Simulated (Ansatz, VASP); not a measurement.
## One calculation of Rb, two programs

INCAR

```
ALGO = Normal
EDIFF = 1E-6
ENCUT = 520
ISIF = 2
ISMEAR = -1
LASPH = True
LCHARG = False
LREAL = False
LWAVE = False
NBANDS = 16
NELM = 80
PREC = Accurate
SIGMA = 0.08
```

Contents of KPOINTS:

```
k-points
0
Gamma
  7 7 7
```

File POSCAR:

```
Rb
1.0
    0.0000000000      4.0235241792      4.0235241792
    4.0235241792      0.0000000000      4.0235241792
    4.0235241792      4.0235241792      0.0000000000
Rb
2
Direct
   -0.1250000000     -0.1250000000     -0.1250000000
    0.1250000000      0.1250000000      0.1250000000
```

Input for Ansatz:

```yaml
crystal:
  lattice:
    - [0.0, 4.0235241792, 4.0235241792]
    - [4.0235241792, 0.0, 4.0235241792]
    - [4.0235241792, 4.0235241792, 0.0]
  atoms:
    - { symbol: Rb, position: [-0.125, -0.125, -0.125] }
    - { symbol: Rb, position: [0.125, 0.125, 0.125] }
kpoints:
  mp_grid: { grid: [7, 7, 7] }
scf:
  occupations: { method: fermi_dirac, width: 0.08 }
hamiltonian:
  xc: lda
  pseudopotentials: { kind: all_electron, lapw: { basis_error: 0.001 } }
output:
  forces: true
  stress: true
  eigenvalues: true
  populations: true
```

Change from the starting cell: volume scaled by 0.55, LAPW.

Alike in both runs: task single point; functional LDA; k mesh 7 × 7 × 7; occupations fermi-dirac, width 0.08 eV; no spin polarisation.

|  | VASP | Ansatz |
| --- | --- | --- |
| version | VASP 6.6.1 | Ansatz 0.2.0 |
| potentials or method | VASP PAW LDA potentials, release 64 (Rb_sv) | all-electron LAPW, scalar-relativistic |
| plane-wave cutoff (eV) | 520 | see its input |

```csv
,VASP,Ansatz,Ansatz less VASP
pressure (GPa),1.8,1.8,+0.01
```

Ansatz ran all-electron here, so the differences hold the error of VASP's frozen core and of both bases.
